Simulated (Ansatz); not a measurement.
Input and command of a plane-wave DFT calculation in Ansatz:

```yaml
crystal:
  lattice:
    - [2.9374594817, 0.0, 0.0]
    - [0.0, 2.8305131414, 0.0]
    - [0.0, 0.0, 2.8305131414]
  atoms:
    - { symbol: Al, position: [0.0, 0.0, 0.0] }
    - { symbol: Co, position: [0.5, 0.5, 0.5] }
basis:
  ecutwfc: 420
kpoints:
  mp_grid: { grid: [18, 18, 18] }
hamiltonian:
  xc: pbe
scf:
  occupations: { method: gaussian, width: 0.1 }
output:
  forces: true
  stress: true
  eigenvalues: true
relax:
  adjacent_minimum: "off"
  f_tol: 0.008
  max_steps: 40
  cell: { stress_tol: 0.015, fix: [a, angles] }
```

```bash
ansatz run input.yaml --threads 1 --pin off --max-ram 2560MiB --backend cpu --events-out ev --progress --plain --runs-dir out
```

Processor: Arm Neoverse V1, 1 thread, on a host shared with other jobs.

Q: Estimate time, memory and problem size.

A: About 49 s on 1 thread of Arm Neoverse V1, with other jobs on the host, peak memory 0.47 GiB. It solves 14 bands at 550 k points (the mesh reduced by the symmetry that the task leaves, which can be less than the crystal's) with about 461 plane waves (on the last cell), in 28 SCF iterations over 4 ionic steps.
